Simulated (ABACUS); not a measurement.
Wanted: the native input for an ABACUS 3.10.1 run.

```yaml
Task: band structure
Functional: PBE
Potentials_or_basis: SG15 ONCV 1.2 PBE
Cutoff: 1333 eV
Density_cutoff: 5333 eV
Basis: plane waves
Occupations: fermi-dirac, width 0.05 eV
Spin: collinear spin, ferromagnetic start
Starting_moments: "[1.0] μB"
Radial_cutoff_of_the_potentials_pseudo_rcut: 10 bohr
Threshold_of_the_eigensolver: 1e-07 Ry
Density: read from an earlier self-consistent run
Path: G-X-W-K-G-L-U-W-L-K, U-X
Points_for_each_segment_of_the_path: 10
SCF_threshold_on_the_density: 1e-08
Max_SCF_steps: 100
Eigensolver: dav
Mixing: broyden
Mixing_share: 0.4
Symmetry_key: -1
```

Ni:

```
CELL_PARAMETERS angstrom
0.00000 1.73757 1.73757
1.73757 0.00000 1.73757
1.73757 1.73757 0.00000
ATOMIC_POSITIONS crystal
Ni 0.00000 0.00000 0.00000
```

The input as run:

INPUT

```
INPUT_PARAMETERS
suffix              Ni
calculation         nscf
basis_type          pw
pseudo_dir          ./
symmetry            -1
dft_functional      pbe
ecutwfc             98.0
pseudo_rcut         10
nspin               2
nbands              20
ks_solver           dav
smearing_method     fd
smearing_sigma      0.00367493
scf_thr             1e-08
scf_nmax            100
mixing_type         broyden
mixing_beta         0.4
init_chg            file
pw_diag_thr         1e-07
out_band            1
kpar                4
```

STRU

```
ATOMIC_SPECIES
Ni 58.6934 Ni_ONCV_PBE-1.2.upf

LATTICE_CONSTANT
1.8897261246

LATTICE_VECTORS
0.0000000000 1.7375729330 1.7375729330
1.7375729330 0.0000000000 1.7375729330
1.7375729330 1.7375729330 0.0000000000

ATOMIC_POSITIONS
Direct

Ni
0.0
1
0.0000000000 0.0000000000 0.0000000000 1 1 1 mag 1
```

KPT

```
K_POINTS
12
Line
0.00000000 0.00000000 0.00000000 10 // G
0.50000000 0.00000000 0.50000000 10 // X
0.50000000 0.25000000 0.75000000 10 // W
0.37500000 0.37500000 0.75000000 10 // K
0.00000000 0.00000000 0.00000000 10 // G
0.50000000 0.50000000 0.50000000 10 // L
0.62500000 0.25000000 0.62500000 10 // U
0.50000000 0.25000000 0.75000000 10 // W
0.50000000 0.50000000 0.50000000 10 // L
0.37500000 0.37500000 0.75000000 1 // K
0.62500000 0.25000000 0.62500000 10 // U
0.50000000 0.00000000 0.50000000 1 // X
```

Potentials or basis: SG15 ONCV 1.2 PBE, plane waves.

Launch:

```bash
$ OMP_NUM_THREADS=1 mpirun -np 4 abacus > log
```

It took 7.7 s on 4 MPI ranks on AMD EPYC 7R13 Processor (Zen 3), on a shared host, peak memory 0.36 GiB a rank.
